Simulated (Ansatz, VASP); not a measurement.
# One calculation of CsI, two programs

```xyz
2
Lattice="4.6107 0.0000 0.0000 0.0000 4.6107 0.0000 0.0000 0.0000 4.6107" Properties=species:S:1:pos:R:3 pbc="T T T"
Cs    0.0000    0.0000    0.0000
I     2.3054    2.3054    2.3054
```

Alike in both runs: functional r2SCAN; k mesh 6 × 6 × 6; occupations fermi-dirac, width 0.02 eV; no spin polarisation.

Ansatz relaxed the structure, and its values are those at the end. VASP's run is a single point on that final structure, the one shown.

```csv
,VASP,Ansatz
version,VASP 6.6.1,Ansatz 0.2.0
potentials or method,"VASP PAW PBE potentials, release 64 (Cs_sv, I)","PAW with Ansatz's default frozen-core files, scalar-relativistic"
plane-wave cutoff (eV),520,500
valence electrons in the cell,16,26
```

```csv
,VASP,Ansatz,Ansatz less VASP
pressure (GPa),0.0,0.0,-0.03
```

The functional is the same, so the differences come from potentials, cutoffs and numerics. The two sets of potentials don't hold the same shells in valence. Ansatz warned: «gradients_without_spin_orbit».

Caveats: the PAW data sets were made with another functional, which shifts forces and pressure a little (VASP). A k mesh can miss the band edges.
